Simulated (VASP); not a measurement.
**KBr (strained zincblende), PBE single-point calculation: VASP's output and Ansatz's**

POSCAR

```
K  Br
 1.0000000000000000
     0.0000000000000000    3.7827197545000000    3.4887121451000001
     3.7827197545000000    0.0000000000000000    3.4887121451000001
     3.7827197545000000    3.7827197545000000    0.0000000000000000
 K   Br
   1   1
Cartesian
  0.0000000000000000  0.0000000000000000  0.0000000000000000
  1.8913598772500000  1.8913598772500000  1.7443560725500000
```

VASP ran with the recommended PBE PAW datasets (16 valence electrons in the cell).

From OUTCAR

```
k-points           NKPTS =     30   k-points in BZ     NKDIM =     30   number of bands    NBANDS=     15

   NELECT =      16.0000    total number of electrons

   dimension x,y,z NGX =    40 NGY =   40 NGZ =   40
   dimension x,y,z NGXF=    80 NGYF=   80 NGZF=   80

  energy-cutoff  :      520.00
  volume of cell :       99.84
      direct lattice vectors                 reciprocal lattice vectors
     0.000000000  3.782719754  3.488712145    -0.132180027  0.132180027  0.143319362
     3.782719754  0.000000000  3.488712145     0.132180027 -0.132180027  0.143319362
     3.782719754  3.782719754  0.000000000     0.132180027  0.132180027 -0.143319362

 k-points in reciprocal lattice and weights: KPOINTS created by Atomic Simulation Env
   0.00000000  0.00000000  0.00000000       0.005
   0.16666667 -0.00000000  0.00000000       0.037
   0.33333333  0.00000000  0.00000000       0.037
   0.50000000 -0.00000000  0.00000000       0.019
   0.16666667  0.16666667  0.00000000       0.009
   0.33333333  0.16666667  0.00000000       0.037
   0.50000000  0.16666667  0.00000000       0.037
  -0.33333333  0.16666667  0.00000000       0.037
   ...

 E-fermi :  -2.5910

 k-point     1 :       0.0000    0.0000    0.0000
  band No.  band energies     occupation
      1     -30.9022      2.00000
      2     -14.9920      2.00000
      3     -14.4059      2.00000
      4     -14.3965      2.00000
      5     -14.3965      2.00000
      6      -3.1381      2.00000
      7      -3.1381      2.00000
      8      -3.1064      2.00000
      9       1.1651      0.00000
     10       5.2433      0.00000
     11       5.7382      0.00000
     12       6.4050      0.00000
     13       6.4050      0.00000
     14       6.6753      0.00000
     15       7.0827      0.00000

 k-point     2 :       0.1667   -0.0000    0.0000
  band No.  band energies     occupation
      1     -30.9019      2.00000
      2     -15.0526      2.00000
      3     -14.4046      2.00000
      4     -14.3986      2.00000
      5     -14.3321      2.00000
      6      -3.2480      2.00000
      7      -3.1408      2.00000
      8      -3.1066      2.00000
      9       1.5982      0.00000
     10       5.0628      0.00000
     11       5.4079      0.00000
     12       6.1512      0.00000
     13       6.4700      0.00000
     14       6.8744      0.00000
     15       7.0509      0.00000

 k-point     3 :       0.3333    0.0000    0.0000
  band No.  band energies     occupation
      1     -30.9011      2.00000
      2     -15.1474      2.00000
      3     -14.4070      2.00000
      4     -14.4027      2.00000
      5     -14.2249      2.00000
      6      -3.4369      2.00000
      7      -3.1468      2.00000
      8      -3.0907      2.00000
      9       2.5673      0.00000
     10       4.8107      0.00000
     11       4.9379      0.00000
     12       5.2815      0.00000
     13       6.4813      0.00000
     14       6.6809      0.00000
     15       6.7686      0.00000

 k-point     4 :       0.5000   -0.0000    0.0000
  band No.  band energies     occupation
      1     -30.9007      2.00000
      2     -15.1870      2.00000
      3     -14.4082      2.00000
      4     -14.4047      2.00000
      5     -14.1792      2.00000
      6      -3.5136      2.00000
      7      -3.1501      2.00000
      8      -3.0829      2.00000
      9       3.4133      0.00000
     10       3.8827      0.00000
     11       4.9361      0.00000
     12       5.2790      0.00000
     13       6.3741      0.00000
     14       6.6325      0.00000
     15       7.0422      0.00000

 k-point     5 :       0.1667    0.1667    0.0000
  band No.  band energies     occupation
      1     -30.9017      2.00000
      2     -15.0626      2.00000
      3     -14.4012      2.00000
      4     -14.4012      2.00000
      5     -14.3239      2.00000
      6      -3.2529      2.00000
      7      -3.1497      2.00000
      8      -3.1497      2.00000
      9       1.8009      0.00000
     10       4.9577      0.00000
     11       5.4992      0.00000
     12       6.4583      0.00000
     13       6.6347      0.00000
     14       6.6347      0.00000
     15       6.9981      0.00000

 k-point     6 :       0.3333    0.1667    0.0000
  band No.  band energies     occupation
      1     -30.9010      2.00000
      2     -15.1372      2.00000
      3     -14.4076      2.00000
      4     -14.4055      2.00000
      5     -14.2345      2.00000
      6      -3.3980      2.00000
      7      -3.1578      2.00000
      8      -3.1472      2.00000
      9       2.6020      0.00000
     10       4.5081      0.00000
     11       5.4051      0.00000
     12       5.4660      0.00000
     13       6.5607      0.00000
     14       6.7258      0.00000
     15       6.9692      0.00000

 ...

  Total        0.1847344      0.1847344      0.1748921      0.0000000      0.0000000      0.0000000
  in kB        2.9645233      2.9645233      2.8065793      0.0000000      0.0000000      0.0000000
  external PRESSURE =       2.9118753 kB  Pullay stress =       0.0000000 kB

 POSITION                                       TOTAL-FORCE (eV/Angst)
 -----------------------------------------------------------------------------------
      0.00000      0.00000      0.00000         0.000000      0.000000     -0.000000
      1.89136      1.89136      1.74436        -0.000000     -0.000000      0.000000
 -----------------------------------------------------------------------------------
    total drift:                               -0.000000     -0.000000      0.000000

  FREE ENERGIE OF THE ION-ELECTRON SYSTEM (eV)
  ---------------------------------------------------
  free  energy   TOTEN  =        -6.0339397050 eV

  energy  without entropy=       -6.0339397050  energy(sigma->0) =       -6.03393970
```

Each program uses its own PAW datasets. VASP's cell holds 16 valence electrons and Ansatz's 16. Ansatz's stress includes a Pulay correction; VASP's doesn't.

**Question.** What does Ansatz give for the same cell and level of theory?

**Answer.** gap between bands v and c 4.25 eV; least direct gap 4.27 eV; pressure 0.3 GPa.

Ansatz printed

```
SCF 1 converged in 6 iterations: F = -4324.314577 eV  dr2 = 4.65e-10
  greatest PAW one-centre occupation: 0.987 electrons in one spin orbital (limit 2), on the K atom at site 0 (counted from 0), in its partial waves of l = 0
NSCF: frozen V_eff on 6 k-points
SCF converged after 6 iterations
Free energy (F): -4324.314577 eV
Harris-Foulkes:  -4324.314577 eV  (|F-HF|=1.82e-10)
Internal energy: -4324.314577 eV  (E = F + TS)
E sigma→0 (E₀):  -4324.314577 eV
Fermi energy:    1.105912 eV
--- Per-component energies (eV) ---
  E_band       = -165.245877
  E_kinetic    = 388.068344
  E_local      = -1042.070833  (includes V_loc(G=0)·N_el)
  E_nonlocal   = 82.843094
  E_hartree    = 357.779777
  E_xc         = -400.368180
  E_vxc        = -269.282059  (∫ρ·V_xc dr)
  E_paw        = -3028.383006  (= ΣΔE_a)
  E_vpaw       = -40.364028  (= ΣTr[D̂ρ^β])
  E_aug_tail   = -0.000003  (compensation charges beyond the density's cutoff)
  E_ewald      = -682.183770
  E_smearing   = -0.000000  (= −TS)
  E_closure    = 0.000000  (closes the sum)
  Σ components = -4324.314577   (vs F -4324.314577, Δ=0.00e0)
--- Forces (eV/Å), atoms counted from 1 ---
  atom   1  K      0.00000000    -0.00000000     0.00000000
  atom   2  Br    -0.00000000     0.00000000     0.00000000
  max |Σ_I F_I| component: 2.78e-17 eV/Å
--- Stress (GPa, compression-positive) ---
        0.271240       0.000000      -0.000000
        0.000000       0.271240       0.000000
       -0.000000       0.000000       0.260320
  P = ⅓ Tr σ = 0.2676 GPa (2.676 kbar)
--- Band table (eV; the first three rows and the last of 30) ---
  k-point 0: bands = ["-28.8744", "-12.9688", "-12.3784", "-12.3693", "-12.3693", "-1.1158", "-1.1158", "-1.0840", "3.1890", "7.2620", "7.7523", "8.4153"]
  k-point 1: bands = ["-28.8740", "-13.0290", "-12.3772", "-12.3714", "-12.3051", "-1.2254", "-1.1184", "-1.0842", "3.6220", "7.0827", "7.4257", "8.1697"]
  k-point 2: bands = ["-28.8733", "-13.1236", "-12.3795", "-12.3755", "-12.1983", "-1.4135", "-1.1242", "-1.0681", "4.5908", "6.8325", "6.9585", "7.3004"]
  k-point 29: bands = ["-28.8722", "-13.1864", "-12.3880", "-12.3880", "-12.1164", "-1.4911", "-1.1551", "-1.1551", "5.0700", "6.0597", "8.1703", "8.3252"]
```
